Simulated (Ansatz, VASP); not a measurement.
Two plane-wave programs on PtS2

INCAR

```
ALGO = Normal
EDIFF = 1E-6
ENCUT = 520
GGA = PS
ISIF = 2
ISMEAR = 0
LASPH = True
LCHARG = False
LREAL = False
LWAVE = False
NBANDS = 18
NELM = 100
PREC = Accurate
SIGMA = 0.05
```

The input KPOINTS:

```
k-points
0
Gamma
  12 12 8
```

File POSCAR:

```
PtS2
1.0
    3.4546194889      0.0000000000      0.0000000000
   -1.7273097444      2.9917882378      0.0000000000
    0.0000000000      0.0000000000      5.2907400000
Pt S
1 2
Direct
    0.0000000000      0.0000000000      0.0000000000
    0.3333333333      0.6666666667      0.2500000000
    0.6666666667      0.3333333333      0.7500000000
```

Input for Ansatz:

```yaml
crystal:
  lattice:
    - [3.4546194889, 0.0, 0.0]
    - [-1.7273097444, 2.9917882378, 0.0]
    - [0.0, 0.0, 5.29074]
  atoms:
    - { symbol: Pt, position: [0.0, 0.0, 0.0] }
    - { symbol: S, position: [0.3333333333, 0.6666666667, 0.25] }
    - { symbol: S, position: [0.6666666667, 0.3333333333, 0.75] }
basis:
  ecutwfc: 420
kpoints:
  mp_grid: { grid: [12, 12, 8] }
hamiltonian:
  xc: pbesol
scf:
  occupations: { method: gaussian, width: 0.05 }
output:
  forces: true
  stress: true
  eigenvalues: true
```

Change from the starting cell: strain -0.025 along x and y, +0.050 along z, atoms carried along.

Alike in both runs: task single point; functional PBEsol; k mesh 12 × 12 × 8; occupations gaussian, width 0.05 eV; no spin polarisation.

|  | VASP | Ansatz |
| --- | --- | --- |
| version | VASP 6.6.1 | Ansatz 0.2.0 |
| potentials or method | VASP PAW PBE potentials, release 64 (Pt, S) | scalar-relativistic, plane waves, PAW |
| plane-wave cutoff (eV) | 520 | 420 |
| valence electrons in the cell | 22 | 30 |

Ansatz gave:

- gap on the k mesh at the Fermi level (eV): 0.68
- least direct gap on the mesh (eV): 0.88
- pressure (GPa): -0.2
- largest component of the traceless stress (GPa): 5.30
- rms of the force components (eV/Å): 0.358

Problem. Which values does VASP return?

Solution. gap on the k mesh at the Fermi level (eV): 0.68; least direct gap on the mesh (eV): 0.89; pressure (GPa): -0.5; largest component of the traceless stress (GPa): 5.22; rms of the force components (eV/Å): 0.370.

Atom by atom the forces differ by 0.013 eV/Å (rms over components). The two sets of potentials don't hold the same shells in valence.

Caveats: the PAW data sets were made with another functional, which shifts forces and pressure a little (VASP); spin-orbit coupling is left out, which moves the levels of the heavy elements; the cell's inner coordinates are idealised or old, which leaves forces on the atoms. A k mesh can miss the band edges.
